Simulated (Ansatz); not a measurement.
AlAu2:

```
Au Al
1.0
    -1.67151    1.67151    4.39908
     1.67151   -1.67151    4.39908
     1.67151    1.67151   -4.39908
Au Al
2 1
Cartesian
  0.0000 0.0000 3.0242
  0.0000 0.0000 5.7740
  0.0000 0.0000 0.0000
```

The cell comes from a database or a generator and needn't be the stable form of this composition.

- Program: Ansatz 0.2.0
- Task: single point
- Functional: PBEsol
- Potentials or basis: all-electron LAPW, scalar-relativistic
- Cutoff: 277 eV (chosen from the basis error)
- Basis error allowed: 0.001 eV/atom
- k mesh: 11 × 11 × 11
- Occupations: fermi-dirac, width 0.05 eV
- Spin: no spin polarisation

On this cell: pressure -2.3 GPa; largest force 0.057 eV/Å; band gap on the k mesh none (metal or under the smearing width).

The same run follows on a disturbed copy (atoms moved at random, drawn with an rms of 0.05 Å):

```
Au Al
1.0
    -1.67151    1.67151    4.39908
     1.67151   -1.67151    4.39908
     1.67151    1.67151   -4.39908
Au Al
2 1
Direct
  0.33936 0.33511 0.99884
  0.66462 0.64628 0.99564
  0.99264 0.99076 0.98929
```

Problem. What changes?

Solution. The energy (extrapolated to zero smearing) moves by +5.2 meV/atom; pressure -2.3 GPa; largest force 0.465 eV/Å; band gap on the k mesh none (metal or under the smearing width).

Forces on the atoms (eV/Å):
```
Au  -0.093  0.017  0.427
Au   0.100 -0.103 -0.443
Al  -0.006  0.086  0.016
```

Stress tensor (GPa, compression positive):
```
-1.51 -0.04 -0.36
-0.04 -1.51  0.24
-0.36  0.24 -3.84
```
